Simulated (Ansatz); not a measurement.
# Zinc, hcp under PBEsol: from relaxation to bulk modulus

The plan for zinc in the hcp structure: relax it, solve it on a dense k-mesh, switch on spin-orbit coupling, then scale the cell to 7 volumes from 88 to 112 % of the relaxed one and try a fit of the equation of state. The k-meshes are 13×13×7 for the relaxation; 23×23×11 for the dense run; 14×14×7 for spin-orbit coupling; 23×23×11 for the volumes. It starts from a deposited cell (COD).

Computed with Ansatz 0.2.0 (DFT PBEsol, plane waves (420 eV) with PAW, scalar-relativistic; the PAW data stem from PBE, with regenerated cores, unless a step says otherwise).

### Step 1. The starting structure

Symmetry: P6_3/mmc, No. 194, hexagonal system. The conventional cell has a = 2.665 Å, b = 2.665 Å, c = 4.947 Å, α = 90.00°, β = 90.00°, γ = 120.00°. Zn (site symmetry -6m2) has 12 Zn at 2.66 to 2.91 Å as nearest neighbours.

As a file:

```
Zn
1.0
     2.66480    0.00000    0.00000
    -1.33240    2.30778    0.00000
     0.00000    0.00000    4.94670
Zn
2
Direct
  0.33333 0.66667 0.25000
  0.66667 0.33333 0.75000
```

### Step 2. Relaxing cell and atoms

Contents of input.yaml:

```yaml
crystal:
  lattice:
    - [2.6647980532, 0.0, 0.0]
    - [-1.3323990266, 2.30778281, 0.0]
    - [0.0, 0.0, 4.9467]
  atoms:
    - { symbol: Zn, position: [0.3333333333, 0.6666666667, 0.25] }
    - { symbol: Zn, position: [0.6666666667, 0.3333333333, 0.75] }
hamiltonian:
  xc: pbesol
  pseudopotentials:
    kind: paw
    azcp:
      Zn: "pseudopotentials/Zn.paw.azcp"
basis:
  ecutwfc: 420
  fft_grid_basis: typed
kpoints:
  mp_grid: { grid: [13, 13, 7], shift: [0, 0, 0] }
magnetization:
  spin_polarized: false
scf:
  occupations: { method: fermi_dirac, width: 0.1 }
relax:
  max_steps: 60
  f_tol: 0.01
  cell: {}
```

Output (excerpt; [...] marks lines left out):

```text
Warning: <dir> the record states the generating functional pbe (its physics header spells it `PBE`), which answers neither for hamiltonian.xc's functional nor for the pbesol family's — results may be inconsistent (PPs are generated against a specific XC)
[...]
Pseudopotentials: kind: paw
Pseudopotential: Zn, paw, valence charge 12, recommended cutoff 420 eV (normal), <dir>
Functional definition: PBEsol
[...]
Crystal: 2 atoms, lattice volume = 30.421 Å³
Basis set: ecut = 420 eV, 611 PW (Γ), exchange–correlation on 36×36×72 points (8 copies of the dense FFT grid, shifted against one another)
Bands: 16, of which v1, the nominal top of the filled ones, is band 12 counted from 1 (11 counted from 0)
Symmetry: 24 space group operations
Space group: P63/mmc (ITA 194), of the structure as read, at distance tolerance 3.1e-5 Å
k-points: 84 of 1183
[...]
SCF iter   1: F=—  HF=-6561.794342 eV  |F-HF|=—  |Δ(HF+E_count)|=         —  Δρ=4.86e-3  dr2=3.97e-3  ethr=1.77e-3  ⟨swp⟩=5.1  Hψ=6656  notcnv=0
[...]
relax step   1: F+E_penalty+E_count = -6561.79323528 eV  Δ(F+E_penalty+E_count) = +0.000e0 eV  max|allowed force component| = 1.388e-16 eV/Å  Δτ_max = 0.0000 Å  P = -5.425 GPa  Ω = 30.421 Å³  (6 SCF iters, dr2 threshold 1.00e-7 eV, accepted)
[...]
relax step   5: F+E_penalty+E_count = -6561.83214144 eV  Δ(F+E_penalty+E_count) = +3.876e-7 eV  max|allowed force component| = 3.608e-16 eV/Å  Δτ_max = 0.0000 Å  P = -0.001 GPa  Ω = 28.307 Å³  energy of the carried Pulay correction = +1.300e-3 eV  (4 SCF iters, dr2 threshold 6.60e-9 eV, accepted)
[...]
relax step   6: F+E_penalty+E_count = -6561.83095352 eV  Δ(F+E_penalty+E_count) = +1.188e-3 eV  max|allowed force component| = 4.348e-16 eV/Å  Δτ_max = 0.0000 Å  P = -0.021 GPa  Ω = 28.307 Å³  stress off target by 2.56e-2 GPa  SCF on the basis re-selected at this cell (its energy is not [...]
SCF converged after 6 iterations
Free energy (F): -6561.830954 eV
[...]
E sigma→0 (E₀):  -6561.826178 eV
Entropy (-TS):   -0.009552 eV (-4.776 meV/atom)
Fermi energy:    11.892905 eV
[...]
--- Forces (eV/Å), atoms counted from 1 ---
  atom   1  Zn    -0.00000000     0.00000000     0.00000000
  atom   2  Zn     0.00000000    -0.00000000     0.00000000
[...]
--- Stress (GPa, compression-positive) ---
       -0.018168      -0.000000       0.000000
       -0.000000      -0.018168       0.000000
        0.000000       0.000000      -0.025558
  P = ⅓ Tr σ = -0.0206 GPa (-0.206 kbar)
--- Relaxed structure (5 steps of the walk, 5 accepted, 1 SCFs on fresh bases) ---
  F+E_penalty+E_count = -6561.83095352 eV   max|allowed force component| = 4.348e-16 eV/Å   (the final SCF, on the basis selected at the relaxed cell)
  cell:  # Å, volume = 28.3065 Å³
    - [2.6094758723467986, 1.7125448414360014e-36, 0.0]
    - [-1.3047379361733993, 2.2598723960148868, 0.0]
    - [0.0, 0.0, 4.800090984390514]
  atoms:
    - { symbol: Zn, position: [0.33333333333333337, 0.6666666666666667, 0.25] }
    - { symbol: Zn, position: [0.6666666666666667, 0.33333333333333337, 0.75] }
```

Run time: 20 s. Hardware: 1 thread of an x86-64 CPU, shared host; peak memory 0.55 GiB.

Relaxation path:

```tsv
step	energy change (meV/atom)	largest force (eV/Å)	pressure (GPa)	volume (Å³/atom)
1	0.00	0.0000	-5.42	15.211
2	-18.47	0.0000	-1.30	14.352
3	-19.44	0.0000	0.18	14.116
4	-19.45	0.0000	-0.01	14.151
5	-19.45	0.0000	0.00	14.153
6	-18.86	0.0000	-0.02	14.153
```

Steps that repeat a cell are solved on a basis chosen anew, so their changes of energy are no gain of the relaxation.

The cell of the run, before and after:

|  | before | after | change |
| --- | --- | --- | --- |
| a (Å) | 2.665 | 2.609 | -2.1 % |
| b (Å) | 2.665 | 2.609 | -2.1 % |
| c (Å) | 4.947 | 4.800 | -3.0 % |
| volume (Å³/atom) | 15.211 | 14.153 | -7.0 % |
| shortest distance (Å) | 2.665 | 2.609 | -2.1 % |
| space group (spins left aside) | P6_3/mmc | P6_3/mmc | same |

### Step 3. Dense single point

Contents of input.yaml:

```yaml
crystal:
  lattice:
    - [2.6094758723, 0.0, 0.0]
    - [-1.3047379362, 2.259872396, 0.0]
    - [0.0, 0.0, 4.8000909844]
  atoms:
    - { symbol: Zn, position: [0.3333333333, 0.6666666667, 0.25] }
    - { symbol: Zn, position: [0.6666666667, 0.3333333333, 0.75] }
hamiltonian:
  xc: pbesol
  pseudopotentials:
    kind: paw
    azcp:
      Zn: "pseudopotentials/Zn.paw.azcp"
basis:
  ecutwfc: 420
  fft_grid_basis: typed
kpoints:
  mp_grid: { grid: [23, 23, 11], shift: [0, 0, 0] }
magnetization:
  spin_polarized: false
scf:
  occupations: { method: fermi_dirac, width: 0.1 }
```

Output (excerpt; [...] marks lines left out):

```text
Warning: <dir> the record states the generating functional pbe (its physics header spells it `PBE`), which answers neither for hamiltonian.xc's functional nor for the pbesol family's — results may be inconsistent (PPs are generated against a specific XC)
[...]
[... 3 set-up lines as earlier in the session ...]
[...]
Crystal: 2 atoms, lattice volume = 28.307 Å³
Basis set: ecut = 420 eV, 563 PW (Γ)
Bands: 16, of which v1, the nominal top of the filled ones, is band 12 counted from 1 (11 counted from 0)
[... 1 set-up line as earlier in the session ...]
Space group: P63/mmc (ITA 194), of the structure as read, at distance tolerance 3.0e-5 Å
k-points: 336 of 5819
[...]
SCF iter   1: F=—  HF=-6561.817262 eV  |F-HF|=—  |Δ(HF+E_count)|=         —  Δρ=5.49e-3  dr2=4.80e-3  ethr=1.77e-3  ⟨swp⟩=5.1  Hψ=26184  notcnv=0
[...]
SCF iter   6: F=-6561.815920 eV  HF=-6561.815920 eV  |F-HF|=9.62e-10  |Δ(HF+E_count)|=  8.42e-10  Δρ=3.98e-6  dr2=2.00e-9  ethr=1.13e-10  ⟨swp⟩=1.0  Hψ=16231  notcnv=0
[...]
SCF converged after 6 iterations
Free energy (F): -6561.815920 eV
[...]
E sigma→0 (E₀):  -6561.808952 eV
Entropy (-TS):   -0.013935 eV (-6.967 meV/atom)
Fermi energy:    11.990362 eV
[...]
```

Wall time 11 s (1 thread of an x86-64 CPU, shared host); peak memory 0.61 GiB.

### Step 4. Spin-orbit coupling switched on

input.yaml: that of step 3 with these lines changed.

```diff
@@ -11,3 +11,3 @@
   pseudopotentials:
-    kind: paw
+    kind: paw_fr
     azcp:
@@ -18,5 +18,6 @@
 kpoints:
-  mp_grid: { grid: [23, 23, 11], shift: [0, 0, 0] }
+  mp_grid: { grid: [14, 14, 7], shift: [0, 0, 0] }
 magnetization:
-  spin_polarized: false
+  noncollinear: true
+  spin_orbit: true
 scf:
```

Output (excerpt; [...] marks lines left out):

```text
Warning: <dir> the record states the generating functional pbe (its physics header spells it `PBE`), which answers neither for hamiltonian.xc's functional nor for the pbesol family's — results may be inconsistent (PPs are generated against a specific XC)
[...]
Pseudopotentials: kind: paw_fr
Pseudopotential: Zn, paw_fr, valence charge 12, recommended cutoff 420 eV (normal), <dir>
[... 1 set-up line as earlier in the session ...]
[...]
non-collinear run that drives no moment, with spin-orbit: no starting moment large enough to seed its density (crystal.atoms[].spin), no starting occupations that ask for one, no magnetisation constraint and no magnetic field, so the semilocal B_xc is pinned to zero
Crystal: 2 atoms, lattice volume = 28.307 Å³
Basis set: ecut = 420 eV, 563 PW (Γ)
Bands: 32, of which v1, the nominal top of the filled ones, is band 24 counted from 1 (23 counted from 0)
Symmetry: 24 space group operations + 24 with time reversal
Magnetic group: BNS 194.264 (UNI 1494), of the structure as read, at distance tolerance 3.0e-5 Å
k-points: 96 of 1372
Projection manifold: j_resolved (fully-relativistic pseudo-atomic orbitals)
[...]
SCF iter   1: F=—  HF=-6562.259462 eV  |F-HF|=—  |Δ(HF+E_count)|=         —  Δρ=6.50e-2  dr2=9.64e-1  dr2_m=0.00e0 (ungated)  ethr=3.10e-3  |M|=0.00e0 ∫|m|=0.00e0 μB  |m|>n=0.0e0 m-floor=0.0e0 τ_xc=0.0e0  β_m=0.30  ⟨swp⟩=8.5  Hψ=9272  notcnv=0  defer=20
[...]
SCF iter   7: F=-6561.940993 eV  HF=-6561.940993 eV  |F-HF|=5.15e-10  |Δ(HF+E_count)|=   4.17e-8  Δρ=1.59e-6  dr2=4.55e-10  dr2_m=0.00e0 (ungated)  ethr=4.17e-10  |M|=0.00e0 ∫|m|=0.00e0 μB  |m|>n=0.0e0 m-floor=0.0e0 τ_xc=0.0e0  ⟨swp⟩=3.0  Hψ=4111  notcnv=0
[...]
SCF converged after 7 iterations
Magnetization: |M| = 0.0000 μB,  M = (+0.0000, +0.0000, +0.0000) μB
Absolute magnetization: 0.0000 μB (∫|m|)
  site 0: m = (+0.0000, +0.0000, +0.0000) μB, |m| = 0.0000 μB  (R = 1.08 Å)
  site 1: m = (+0.0000, +0.0000, +0.0000) μB, |m| = 0.0000 μB  (R = 1.08 Å)
Free energy (F): -6561.940993 eV
[...]
E sigma→0 (E₀):  -6561.933872 eV
Entropy (-TS):   -0.014241 eV (-7.121 meV/atom)
Fermi energy:    11.958363 eV
[...]
```

Wall time 13 s (1 thread of an x86-64 CPU, shared host); peak memory 0.57 GiB.

Side by side:

```tsv
	scalar-relativistic	with spin-orbit coupling
k-mesh	23×23×11	14×14×7
gap on the mesh	none (levels filled in part)	none (levels filled in part)
```

The meshes differ, so small differences between the columns need not come from spin-orbit coupling.

### Step 5. Equation of state: 88 %

Contents of input.yaml:

```yaml
crystal:
  lattice:
    - [2.5006189023, 0.0, 0.0]
    - [-1.2503094511, 2.1655994945, 0.0]
    - [0.0, 0.0, 4.5998502517]
  atoms:
    - { symbol: Zn, position: [0.3333333333, 0.6666666667, 0.25] }
    - { symbol: Zn, position: [0.6666666667, 0.3333333333, 0.75] }
hamiltonian:
  xc: pbesol
  pseudopotentials:
    kind: paw
    azcp:
      Zn: "pseudopotentials/Zn.paw.azcp"
basis:
  ecutwfc: 420
  fft_grid_basis: typed
kpoints:
  mp_grid: { grid: [23, 23, 11], shift: [0, 0, 0] }
magnetization:
  spin_polarized: false
scf:
  occupations: { method: fermi_dirac, width: 0.1 }
output:
  stress: true
```

Output (excerpt; [...] marks lines left out):

```text
Warning: <dir> the record states the generating functional pbe (its physics header spells it `PBE`), which answers neither for hamiltonian.xc's functional nor for the pbesol family's — results may be inconsistent (PPs are generated against a specific XC)
[...]
[... 3 set-up lines as earlier in the session ...]
[...]
Crystal: 2 atoms, lattice volume = 24.910 Å³
Basis set: ecut = 420 eV, 489 PW (Γ)
Bands: 16, of which v1, the nominal top of the filled ones, is band 12 counted from 1 (11 counted from 0)
[... 1 set-up line as earlier in the session ...]
Space group: P63/mmc (ITA 194), of the structure as read, at distance tolerance 2.9e-5 Å
k-points: 336 of 5819
[...]
SCF iter   1: F=—  HF=-6561.663019 eV  |F-HF|=—  |Δ(HF+E_count)|=         —  Δρ=6.59e-3  dr2=6.41e-3  ethr=1.77e-3  ⟨swp⟩=5.1  Hψ=26080  notcnv=0
[...]
SCF iter   6: F=-6561.661119 eV  HF=-6561.661119 eV  |F-HF|=1.05e-9  |Δ(HF+E_count)|=   1.34e-8  Δρ=4.91e-6  dr2=3.05e-9  ethr=2.42e-10  ⟨swp⟩=2.6  Hψ=20955  notcnv=0
[...]
SCF converged after 6 iterations
Free energy (F): -6561.661119 eV
[...]
E sigma→0 (E₀):  -6561.654601 eV
Entropy (-TS):   -0.013035 eV (-6.518 meV/atom)
Fermi energy:    14.175716 eV
[...]
--- Stress (GPa, compression-positive) ---
       18.810785      -0.000000       0.000000
        0.000000      18.810785       0.000000
        0.000000       0.000000      12.023109
  P = ⅓ Tr σ = 16.5482 GPa (165.482 kbar)
```

It took 7.6 s on 1 thread of an x86-64 CPU, shared host; peak memory 0.6 GiB.

[end of part 1 of 2]
